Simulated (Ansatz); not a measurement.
# Co (P6_3/mmc) in Ansatz: reference runs

Aim: a first look at Co with PBEsol, on the cell as given and on a disturbed one, and energy against volume gives the equilibrium volume and stiffness.

Everything below comes from runs of Ansatz 0.2.0. Logs are shortened: lines on timing, memory, paths and dates and some standing lists are left out, and cuts for length are marked.

## (1) The crystal as given

It takes space group P6_3/mmc (No. 194, hexagonal). Conventional cell: a = 2.472 Å, b = 2.472 Å, c = 4.021 Å, α = 90.00°, β = 90.00°, γ = 120.00°. Around Co (site symmetry -6m2) lie 12 Co at 2.47 Å.

## (2) Single point, PBEsol, collinear spin, ferromagnetic start

Input file input.yaml:

```yaml
crystal:
  lattice:
    - [2.4719999032, 0.0, 0.0]
    - [-1.2359999516, 2.1408147143, 0.0]
    - [0.0, 0.0, 4.02114408]
  atoms:
    - { symbol: Co, position: [0.6666666667, 0.3333333333, 0.75], spin: 2.0 }
    - { symbol: Co, position: [0.3333333333, 0.6666666667, 0.25], spin: 2.0 }
hamiltonian:
  xc: pbesol
  pseudopotentials: { kind: paw }
magnetization:
  spin_polarized: true
kpoints:
  mp_grid: { grid: [12, 12, 7] }
scf:
  occupations: { method: fermi_dirac, width: 0.05 }
output:
  forces: true
  stress: true
  eigenvalues: true
```

Potentials or basis: Ansatz PAW.

Command:

```
$ ansatz run input.yaml --threads 2 --pin off --max-ram 5632MiB --backend cpu --events-out ev --progress --plain --runs-dir out
```

The log of the run:

```text
Warning: RAYON_NUM_THREADS=2 ignored (pool sized by the plan → 2); use --threads N
Engine: ansatz 0.2.0, x86_64-unknown-linux-gnu
Pseudopotentials: kind: paw
Pseudopotential: Co, paw, valence charge 17, recommended cutoff 420 eV (normal), Co.paw.azcp
Functional definition: PBEsol
  exchange = pbesol_x
  correlation = pbesol_c
Crystal: 2 atoms, lattice volume = 21.280 Å³
Basis set: ecut = 420 eV, 391 PW (Γ), exchange–correlation on 36×36×54 points (8 copies of the dense FFT grid, shifted against one another)
Bands: 23, of which v1, the nominal top of the filled ones, is band 17 counted from 1 (16 counted from 0)
Symmetry: 24 space group operations
Space group: P63/mmc (ITA 194), of the structure as read, at distance tolerance 2.8e-5 Å
Magnetic group: BNS 194.263 (UNI 1493), of the structure as read, at distance tolerance 2.8e-5 Å
k-points: 76 of 1008
Non-local potential: Co, projectors of the file, l = 0: 3, l = 1: 2, l = 2: 3, l = 3: 1
PAW form: soft (Blöchl's): semilocal exchange-correlation on the pseudo side does not see the compensation charge
PAW frozen core: Co, regenerated for the run's functional, and the local potential with it (the file was generated under x = pbe(κ = 0.804, μ = 0.2195149727645171), c = pbe(β = 0.06672455060314922))
PAW one-centre angular grid: Co, 590 points (default); XC on 64 Gauss nodes
Initial density: superposition of atomic densities (chi_scale 0.1, normalization cell)
Starting moments: Σ|m| = 4 μB on 2 of 2 sites
Initial wavefunctions: pseudopotential atomic-orbital guess
Functional: x = pbesol(κ = 0.804, μ = 0.12345679012345678), c = pbesol(β = 0.046)
SCF iter   1: F=—  HF=-10185.664496 eV  |F-HF|=—  |Δ(HF+E_count)|=         —  Δρ=8.72e-2 (↑7.63e-2 ↓8.72e-2)  dr2=3.15e0  dr2_m=4.44e-2  M=3.411 μB ∫|m|=3.540 μB  β_m=0.30  ethr=3.10e-3  ⟨swp⟩=5.3  Hψ=13138  notcnv=0
Mixer restart at iter 1: flushing history
preconditioner: auto → none  [metal: Δε(μ)=0.014 eV  Ē_g=9.263 eV  σ=0.050 eV  W_gap=0.07  n_scr=8 (ndim 8)  ℏωp=34.2 eV  f_vac=0.000  D(μ)=1.78/eV (n_scr^D=22)  sad-step TF]
SCF iter   2: F=—  HF=-10184.603722 eV  |F-HF|=—  |Δ(HF+E_count)|=    1.06e0  Δρ=3.32e-2 (↑1.25e-2 ↓3.32e-2)  dr2=2.31e-1  dr2_m=5.22e-2  M=3.468 μB ∫|m|=3.638 μB  β_m=0.35  ethr=3.10e-3  ⟨swp⟩=2.5  Hψ=7158  notcnv=0  defer=93
SCF iter   3: F=—  HF=-10185.128986 eV  |F-HF|=—  |Δ(HF+E_count)|=   5.25e-1  Δρ=1.68e-2 (↑1.68e-2 ↓7.88e-3)  dr2=2.05e-2  dr2_m=1.82e-2  M=3.409 μB ∫|m|=3.619 μB  β_m=0.50  ethr=6.80e-4  ⟨swp⟩=2.1  Hψ=4784  notcnv=0  defer=93
SCF iter   4: F=—  HF=-10185.700372 eV  |F-HF|=—  |Δ(HF+E_count)|=   5.71e-1  Δρ=1.32e-2 (↑1.32e-2 ↓1.31e-2)  dr2=6.94e-2  dr2_m=3.97e-3  M=3.309 μB ∫|m|=3.557 μB  β_m=0.50  ethr=6.04e-5  ⟨swp⟩=2.3  Hψ=6402  notcnv=0  defer=93
SCF iter   5: F=—  HF=-10185.947579 eV  |F-HF|=—  |Δ(HF+E_count)|=   2.47e-1  Δρ=2.82e-3 (↑2.82e-3 ↓2.06e-3)  dr2=2.35e-3  dr2_m=4.08e-4  M=3.230 μB ∫|m|=3.503 μB  β_m=0.62  ethr=6.04e-5  ⟨swp⟩=2.1  Hψ=7183  notcnv=0  defer=78
SCF iter   6: F=—  HF=-10185.974254 eV  |F-HF|=—  |Δ(HF+E_count)|=   2.67e-2  Δρ=8.32e-4 (↑7.67e-4 ↓8.32e-4)  dr2=2.95e-4  dr2_m=3.91e-5  M=3.207 μB ∫|m|=3.489 μB  β_m=0.81  ethr=6.91e-6  ⟨swp⟩=2.3  Hψ=7143  notcnv=0  defer=60
SCF iter   7: F=—  HF=-10185.976758 eV  |F-HF|=—  |Δ(HF+E_count)|=   2.50e-3  Δρ=2.88e-4 (↑2.88e-4 ↓6.79e-5)  dr2=6.83e-6  dr2_m=4.90e-6  M=3.198 μB ∫|m|=3.483 μB  β_m=0.90  ethr=8.69e-7  ⟨swp⟩=2.0  Hψ=6332  notcnv=0  defer=58
SCF iter   8: F=—  HF=-10185.976762 eV  |F-HF|=—  |Δ(HF+E_count)|=   4.60e-6  Δρ=8.29e-5 (↑8.29e-5 ↓2.45e-5)  dr2=1.26e-6  dr2_m=2.01e-7  M=3.197 μB ∫|m|=3.483 μB  β_m=0.95  ethr=2.01e-8  ⟨swp⟩=1.0  Hψ=3555  notcnv=0  defer=58
SCF iter   9: F=—  HF=-10185.976762 eV  |F-HF|=—  |Δ(HF+E_count)|=   4.11e-7  Δρ=1.30e-5 (↑4.26e-6 ↓1.30e-5)  dr2=1.34e-8  dr2_m=1.37e-8  M=3.197 μB ∫|m|=3.483 μB  β_m=0.98  ethr=3.72e-9  ⟨swp⟩=2.1  Hψ=4711  notcnv=0  defer=58
SCF iter  10: F=-10185.976762 eV  HF=-10185.976762 eV  |F-HF|=2.64e-9  |Δ(HF+E_count)|=   2.13e-8  Δρ=3.44e-6 (↑2.07e-6 ↓3.44e-6)  dr2=3.62e-9  dr2_m=1.20e-10  M=3.197 μB ∫|m|=3.483 μB  ethr=3.93e-11  ⟨swp⟩=3.3  Hψ=11073  notcnv=0
SCF 1 converged in 10 iterations: F = -10185.976762 eV  dr2 = 3.62e-9
the search or the solves at the SCF's close seem to have found levels that the self-consistency loop had missed (the run counts 1). By its estimate they hold under 1e-12 electrons; where the run keeps them, the occupations were computed again with them
SCF converged after 10 iterations
Magnetization: 3.1969 μB (18.5984 up, 15.4016 down)
Absolute magnetization: 3.4837 μB (∫|ρ↑−ρ↓|, with the PAW one-centre terms)
Spin contamination: 0.0484 ħ² per cell (⟨S²⟩ above its minimum at these occupations)
Per-site moments (μB) at R_I (Å): [(1.6645958911743461, 1.017072079847606), (1.6645958911743464, 1.017072079847606)]
Free energy (F): -10185.976762 eV
Harris-Foulkes:  -10185.976762 eV  (|F-HF|=2.64e-9)
Internal energy: -10185.960960 eV  (E = F + TS)
E sigma→0 (E₀):  -10185.968861 eV
Entropy (-TS):   -0.015802 eV (-7.901 meV/atom)
Fermi energy:    18.951490 eV
--- Per-component energies (eV) ---
  E_band       = -476.662357
  E_kinetic    = 908.429290
  E_local      = -5607.913114  (includes V_loc(G=0)·N_el)
  E_nonlocal   = 911.080972
  E_hartree    = 2347.343646
  E_xc         = -315.814367
  E_vxc        = -409.441564  (∫ρ·V_xc dr)
  E_paw        = -2964.911296  (= ΣΔE_a)
  E_vpaw       = -973.499554  (= ΣTr[D̂ρ^β])
  E_aug_tail   = 0.000117  (compensation charges beyond the density's cutoff)
  E_ewald      = -5464.553046
  E_core_change = 0.376838  (= ΣΔE_core)
  E_smearing   = -0.015802  (= −TS)
  E_closure    = 0.000000  (closes the sum)
  Σ components = -10185.976762   (vs F -10185.976762, Δ=0.00e0)
--- Forces (eV/Å), atoms counted from 1 ---
  atom   1  Co     0.00000000    -0.00000000     0.00000000
  atom   2  Co    -0.00000000     0.00000000     0.00000000
  max |Σ_I F_I| component: 0.00e0 eV/Å
--- Stress (GPa, compression-positive) ---
       -4.818645       0.000000       0.000000
        0.000000      -4.818645       0.000000
        0.000000       0.000000      -7.634072
  P = ⅓ Tr σ = -5.7571 GPa (-57.571 kbar)
--- Band table (eV; the first three rows and the last of 152) ---
  k-point 0 ↑: bands = ["-76.8065", "-76.7451", "-40.3527", "-40.0438", "-40.0438", "-39.9996", "-39.9937", "-39.9937", "9.7570", "13.6493", "16.2813", "16.3405", "16.3405", "16.6623", "16.6623", "17.0533", "17.0533", "18.1845", "18.1845", "18.6413", "25.3226", "40.8963", "43.5410"]
  k-point 1 ↑: bands = ["-76.8035", "-76.7481", "-40.3355", "-40.0414", "-40.0414", "-40.0173", "-39.9962", "-39.9962", "9.9643", "13.5968", "16.2269", "16.2904", "16.2904", "16.6066", "16.6066", "17.1779", "17.1779", "17.9039", "18.1719", "18.1719", "26.4735", "40.7912", "42.5331"]
  k-point 2 ↑: bands = ["-76.7950", "-76.7567", "-40.2871", "-40.0669", "-40.0344", "-40.0344", "-40.0031", "-40.0031", "10.5667", "13.3093", "16.0901", "16.2297", "16.2297", "16.4735", "16.4735", "16.6933", "17.4466", "17.4466", "18.1111", "18.1111", "29.0378", "38.9757", "41.1999"]
  k-point 75 ↓: bands = ["-74.7091", "-74.7091", "-38.3138", "-38.3138", "-38.2517", "-38.2264", "-38.0865", "-38.0865", "16.2092", "16.2872", "16.3110", "16.3110", "17.1658", "17.1658", "18.6453", "18.9142", "20.0738", "20.0738", "25.3777", "25.3777", "26.5006", "27.7527", "29.4200"]
```

Wall time 3.2 s (2 threads of Intel Xeon Platinum 8375C at 2.90GHz (Ice Lake), shared host); peak memory 0.42 GiB.

Results:

```yaml
Free_energy: -10185.9768 eV
Pressure: -5.8 GPa
Band_gap_on_the_k_mesh: none (metal or under the smearing width)
Net_moment: 3.20 μB per cell
Absolute_moment: 3.48 μB per cell
Site_moments: Co +1.66 μB
```

Stress tensor (GPa, compression positive):
```
-4.82  0.00  0.00
 0.00 -4.82  0.00
 0.00  0.00 -7.63
```

Levels at points of the mesh, in eV from the Fermi level:
Spin up:
```
            k point  band 17  band 18  band 19  band 20  band 21  band 22
 (0.00, 0.00, 0.00)    -1.90    -0.77    -0.77    -0.31     6.37    21.94
(0.00, -0.50, 0.00)    -0.54    -0.46     1.33     3.37     9.66    10.31
```
Spin down:
| k point | band 13 | band 14 | band 15 | band 16 | band 17 | band 18 |
| --- | --- | --- | --- | --- | --- | --- |
| (0.00, 0.00, 0.00) | -0.99 | -0.62 | -0.62 | -0.30 | -0.15 | -0.15 |
| (0.00, -0.50, 0.00) | -1.14 | -1.10 | -0.67 | 1.26 | 1.36 | 1.42 |

Caveat: the PAW data sets come from PBE, with cores solved anew for the run's functional, which leaves a small shift of forces and pressure.

## (3) Single point, PBEsol, collinear spin, ferromagnetic start (atoms moved at random, drawn with an rms of 0.05 Å)

input.yaml: that of step 2 with these lines changed.

```diff
@@ -6,4 +6,4 @@
   atoms:
-    - { symbol: Co, position: [0.6666666667, 0.3333333333, 0.75], spin: 2.0 }
-    - { symbol: Co, position: [0.3333333333, 0.6666666667, 0.25], spin: 2.0 }
+    - { symbol: Co, position: [0.664846, 0.312703, 0.742733], spin: 2.0 }
+    - { symbol: Co, position: [0.343336, 0.652887, 0.240112], spin: 2.0 }
 hamiltonian:
@@ -21 +21,5 @@
   eigenvalues: true
+  write_density: true
+  write_potential: true
+  elf: true
+  volumetric_format: npy
```

Potentials or basis: Ansatz PAW.

Command:

```
$ ansatz run input.yaml --threads 2 --pin off --max-ram 5632MiB --backend cpu --events-out ev --progress --plain --runs-dir out
```

The log of the run:

```text
Warning: RAYON_NUM_THREADS=2 ignored (pool sized by the plan → 2); use --threads N
[... 6 set-up lines as earlier in the session ...]
Crystal: 2 atoms, lattice volume = 21.280 Å³
Basis set: ecut = 420 eV, 391 PW (Γ), exchange–correlation on 36×36×54 points (8 copies of the dense FFT grid, shifted against one another)
Bands: 23, of which v1, the nominal top of the filled ones, is band 17 counted from 1 (16 counted from 0)
Symmetry: 2 space group operations
Space group: P-1 (ITA 2), of the structure as read, at distance tolerance 2.8e-5 Å
[... 50 lines left out ...]
  E_closure    = 0.000000  (closes the sum)
  Σ components = -10185.975588   (vs F -10185.975588, Δ=0.00e0)
--- Forces (eV/Å), atoms counted from 1 ---
  atom   1  Co     0.05381401     0.03809450    -0.06369003
  atom   2  Co    -0.05381401    -0.03809450     0.06369003
  max |Σ_I F_I| component: 0.00e0 eV/Å
--- Stress (GPa, compression-positive) ---
       -5.061620      -0.384294      -0.033065
       -0.384294      -4.518328      -0.023541
       -0.033065      -0.023540      -7.536504
  P = ⅓ Tr σ = -5.7055 GPa (-57.055 kbar)
--- Band table (eV; the first three rows and the last of 1012) ---
  k-point 0 ↑: bands = ["-76.8076", "-76.7460", "-40.3542", "-40.0458", "-40.0435", "-40.0007", "-39.9970", "-39.9920", "9.7570", "13.6488", "16.2768", "16.3305", "16.3496", "16.6509", "16.6743", "17.0174", "17.0884", "18.1396", "18.2264", "18.6418", "25.3217", "40.8932", "43.4970"]
  k-point 1 ↑: bands = ["-76.8046", "-76.7491", "-40.3370", "-40.0432", "-40.0413", "-40.0184", "-39.9993", "-39.9947", "9.9643", "13.5964", "16.2227", "16.2822", "16.2978", "16.5943", "16.6195", "17.1442", "17.2101", "17.9046", "18.1336", "18.2072", "26.4727", "40.7904", "42.5321"]
  k-point 2 ↑: bands = ["-76.7961", "-76.7576", "-40.2886", "-40.0681", "-40.0357", "-40.0346", "-40.0057", "-40.0021", "10.5666", "13.3091", "16.0863", "16.2272", "16.2315", "16.4604", "16.4868", "16.6938", "17.4191", "17.4722", "18.0889", "18.1305", "29.0369", "38.9769", "41.1998"]
  k-point 505 ↓: bands = ["-74.7163", "-74.7118", "-38.3831", "-38.3676", "-38.1270", "-38.1196", "-38.1024", "-38.0989", "14.7301", "14.9451", "16.3709", "16.5425", "18.6444", "18.7734", "19.1844", "19.6582", "20.2926", "20.3250", "20.6203", "21.6788", "27.3323", "27.3866", "36.7878"]
```

v_z.tsv:

```text
# z_ang	v_es[eV]	v_tot_up[eV]	v_tot_dn[eV]
# format = ansatz-planar-average/11
# xc	pbesol
# density_cutoff_ev	1680
# datasets	Co=:simpson_from_first_knot:soft:shift=-648408
# lattice	2.471999903	0.000000000	0.000000000
# lattice	-1.235999952	2.140814714	0.000000000
# lattice	0.000000000	0.000000000	4.021144080
# sites	2
# site	27	1.256998355	0.669439184	2.986636406
# site	27	0.041758258	1.397710096	0.965524947
0.000000	1.801110e1	7.017301e0	6.675184e0
0.148931	1.644705e1	5.100096e0	4.906845e0
0.297863	1.292854e1	7.555298e-1	7.823483e-1
0.446794	8.284935e0	-5.052422e0	-4.874131e0
0.595725	3.722384e0	-1.090713e1	-1.067091e1
0.744656	1.919027e-1	-1.558071e1	-1.533822e1
[... 19 lines left out ...]
3.723282	1.476585e1	3.028912e0	2.956375e0
3.872213	1.743584e1	6.313538e0	6.031215e0
```

It took 19 s on 2 threads of Intel Xeon Platinum 8375C at 2.90GHz (Ice Lake), shared host; peak memory 0.72 GiB.

Results:

```
Free energy            : -10185.9756 eV
Pressure               : -5.7 GPa
Largest force          : 0.092 eV/Å
Band gap on the k mesh : none (metal or under the smearing width)
Net moment             : 3.20 μB per cell
Absolute moment        : 3.49 μB per cell
Site moments           : Co +1.67 μB
```

Forces in eV/Å, atoms in the order of the input:
```
Co   0.054  0.038 -0.064
Co  -0.054 -0.038  0.064
```

Caveat: the PAW data sets come from PBE, with cores solved anew for the run's functional, which leaves a small shift of forces and pressure.

## (4) Single point, PBEsol, collinear spin, ferromagnetic start, 10.00 Å³/atom (volume scaled by 0.94)

Input file input.yaml:

```yaml
crystal:
  lattice:
    - [2.4215367659, 0.0, 0.0]
    - [-1.210768383, 2.0971123555, 0.0]
    - [0.0, 0.0, 3.9390568819]
  atoms:
    - { symbol: Co, position: [0.6666666667, 0.3333333333, 0.75], spin: 2.0 }
    - { symbol: Co, position: [0.3333333333, 0.6666666667, 0.25], spin: 2.0 }
hamiltonian:
  xc: pbesol
  pseudopotentials: { kind: paw }
magnetization:
  spin_polarized: true
kpoints:
  mp_grid: { grid: [12, 12, 7] }
scf:
  occupations: { method: fermi_dirac, width: 0.05 }
output:
  forces: true
  stress: true
  eigenvalues: true
```

Command:

```
$ ansatz run input.yaml --threads 2 --pin off --max-ram 5632MiB --backend cpu --events-out ev --progress --plain --runs-dir out
```

It took 2.7 s on 2 threads of Intel Xeon Platinum 8375C at 2.90GHz (Ice Lake), shared host; peak memory 0.38 GiB.

The run converged. Its results:

```
Free energy            : -10185.9669 eV
Pressure               : 9.1 GPa
Band gap on the k mesh : none (metal or under the smearing width)
Net moment             : 3.03 μB per cell
Absolute moment        : 3.29 μB per cell
Site moments           : Co +1.58 μB
```

Caveat: the PAW data sets come from PBE, with cores solved anew for the run's functional, which leaves a small shift of forces and pressure.

[end of part 1 of 2]
